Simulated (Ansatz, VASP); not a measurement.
One calculation of HfC, two programs

File INCAR:

```
SYSTEM = HfC
PREC     = Accurate       ! precision mode
ENCUT    = 520            ! plane-wave cutoff, eV
EDIFF    = 1E-7           ! SCF threshold, eV
ISMEAR   = -1             ! smearing method
SIGMA    = 0.05           ! smearing width, eV
LREAL    = .FALSE.        ! projectors in reciprocal space
LASPH    = .TRUE.         ! aspherical terms in the spheres
NELM     = 60             ! most SCF steps
ALGO     = Normal         ! electronic algorithm
ISIF     = 2              ! what is computed and relaxed
LWAVE    = .FALSE.        ! write WAVECAR
LCHARG   = .FALSE.        ! write CHGCAR
GGA      = PS             ! functional
NBANDS   = 14             ! bands
```

The input KPOINTS:

```
regular mesh
0
G
  10 10 10
  0 0 0
```

POSCAR

```
HfC
1.0
    0.0000000000      2.3093955030      2.3093955030
    2.3093955030      0.0000000000      2.3093955030
    2.3093955030      2.3093955030      0.0000000000
Hf C
1 1
Direct
    0.5000000000      0.5000000000      0.5000000000
    0.0000000000      0.0000000000      0.0000000000
```

The input input.yaml:

```yaml
crystal:
  lattice:
    - [0.0, 2.309395503, 2.309395503]
    - [2.309395503, 0.0, 2.309395503]
    - [2.309395503, 2.309395503, 0.0]
  atoms:
    - { symbol: Hf, position: [0.5, 0.5, 0.5] }
    - { symbol: C, position: [0.0, 0.0, 0.0] }
hamiltonian:
  xc: pbesol
  pseudopotentials: { kind: paw }
kpoints:
  mp_grid: { grid: [10, 10, 10] }
scf:
  occupations: { method: fermi_dirac, width: 0.05 }
output:
  forces: true
  stress: true
  eigenvalues: true
  write_density: true
  write_potential: true
  elf: true
  volumetric_format: npy
```

Change from the starting cell: volume scaled by 0.98.

Alike in both runs: task single point; functional PBEsol; k mesh 10 × 10 × 10; occupations fermi-dirac, width 0.05 eV; no spin polarisation.

```csv
,VASP,Ansatz
version,VASP 6.6.1,Ansatz 0.2.0
potentials or method,"VASP PAW PBE potentials, release 64 (Hf_pv, C)",Ansatz PAW
plane-wave cutoff (eV),520,420
valence electrons in the cell,14,30
```

```tsv
	VASP	Ansatz	Ansatz less VASP
gap on the k mesh at the Fermi level (eV)	none	none	-
pressure (GPa)	-2.2	-1.8	+0.35
```

A gap of «none» marks a metal or a gap that the smearing closes. The two sets of potentials don't hold the same shells in valence.

Caveats: the PAW data sets were made with another functional, which shifts forces and pressure a little (VASP); the PAW data sets come from PBE, with cores solved anew for the run's functional, which leaves a small shift of forces and pressure (Ansatz). Spin-orbit coupling is left out, which matters for the levels of Hf.
